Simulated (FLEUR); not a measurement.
**AgCl (Chlorargyrite) under changes of volume**

One of the cells (20.458 Å³/atom); the others are scaled copies at fixed shape and fractional positions:

```
Ag Cl
1.0
     0.00000    2.73500    2.73500
     2.73500    0.00000    2.73500
     2.73500    2.73500    0.00000
Ag Cl
1 1
Direct
  0.00000 0.00000 0.00000
  0.50000 0.50000 0.50000
```

```yaml
Program: FLEUR MaX-R8.1 (later development tree)
Functional: r2SCAN
Potentials_or_basis: all-electron
Basis: FLAPW
Kmax: 4.92 1/bohr
k_mesh: 8 × 8 × 8
Occupations: fermi-dirac, width 0.05 eV
Spin: no spin polarisation
```

```tsv
volume (Å³/atom)	energy over the lowest point (meV/atom)	gap on the mesh (eV)
19.231	?	?
19.640	25.01	1.49
20.458	6.37	1.47
21.277	0.00	1.48
21.686	0.97	1.48
```

What does the run at 19.231 Å³/atom give?

Energy over the lowest point 40.22 meV/atom; gap on the mesh 1.50 eV.

Worked out: A Birch-Murnaghan fit of order 2 (a polynomial in V^(-2/3)) to the other rows has its minimum at 21.34 Å³/atom with B0 = V·E''(V) = 52 GPa. It gives 39.86 meV/atom at 19.231 Å³/atom, against the run's 40.22. A parabola through the other rows of the gap, of slope -0.861 eV per unit of ln V there, extrapolates to 1.50 eV, against the run's 1.50.

Energies are extrapolated to zero smearing.

Caveats: the meta-GGA is that of a development version, with a GGA for the radial functions and cores and without core tails.

A mesh can miss the band edges. Spin-orbit coupling on Ag is left out.
